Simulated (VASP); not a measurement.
HgSe, 2 atoms in the cell. The structure is cubic, space group F-43m (No. 216). The conventional cell has a = 6.146 Å, b = 6.146 Å, c = 6.146 Å, α = 90.00°, β = 90.00°, γ = 90.00°. Hg (site symmetry -43m) is surrounded by 4 Se at 2.66 Å. Se (site symmetry -43m) is surrounded by 4 Hg at 2.66 Å. 

| Item | Value |
| --- | --- |
| Program | VASP 6.6.1 |
| Task | band structure |
| Functional | PBE0 |
| Potentials or basis | VASP PAW PBE potentials, release 64 (Hg, Se) |
| Cutoff | 520 eV |
| k mesh | 6 × 6 × 6 |
| Occupations | gaussian, width 0.03 eV |
| Spin | no spin polarisation |
| Grid for exact exchange (PRECFOCK) | Fast |
| Exchange at q = 0 | truncated |
| Further INCAR settings | ALGO = Normal; EDIFF = 1e-07 |

Potentials or basis: VASP PAW PBE potentials, release 64 (Hg, Se).

Run with:

```console
$ cat potpaw_PBE.64/Hg/POTCAR potpaw_PBE.64/Se/POTCAR > POTCAR
$ cp INCAR.step1 INCAR
$ mpirun -np 8 vasp_std > vasp.out
$ cp INCAR.step2 INCAR
$ mpirun -np 8 vasp_std > vasp.out
```

Hardware: 8 MPI ranks on Intel(R) Xeon(R) Platinum 8488C (Sapphire Rapids) (shared host).

Problem. Estimate the wall time of this run.

Solution. Run time: 9.6 min on 8 MPI ranks on Intel(R) Xeon(R) Platinum 8488C (Sapphire Rapids), with other jobs on the host, peak memory 0.25 GiB a rank. Counts: scf iterations 47, k points 16.
